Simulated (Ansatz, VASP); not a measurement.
**W in VASP and in Ansatz**

```
W
1.0
     3.18342    0.00000    0.00000
     0.00000    3.18342    0.00000
     0.00000    0.00000   19.18340
W
3
Cartesian
  0.0000 0.0000 8.0000
  1.5917 1.5917 9.5917
  0.0000 0.0000 11.1834
```

The slab is cut from a database's or a generator's crystal, which needn't be the stable form of the element.

Alike in both runs: task single point; functional PBE; k mesh 11 × 11 × 1; occupations fermi-dirac, width 0.08 eV; no spin polarisation.

|  | VASP | Ansatz |
| --- | --- | --- |
| version | VASP 6.6.1 | Ansatz 0.2.0 |
| potentials or method | VASP PAW PBE potentials, release 64 (W_sv), cutoff 520 eV | all-electron LAPW, scalar-relativistic |

Ansatz gave:

```
rms of the force components (eV/Å) : 0.708
```

Question: Which values does VASP return?

Answer: rms of the force components (eV/Å): 0.699.

Atom by atom the forces differ by 0.009 eV/Å (rms over components). Ansatz ran all-electron here, so the differences hold the error of VASP's frozen core and of both bases.

Spin-orbit coupling is left out, which matters for the levels of W.
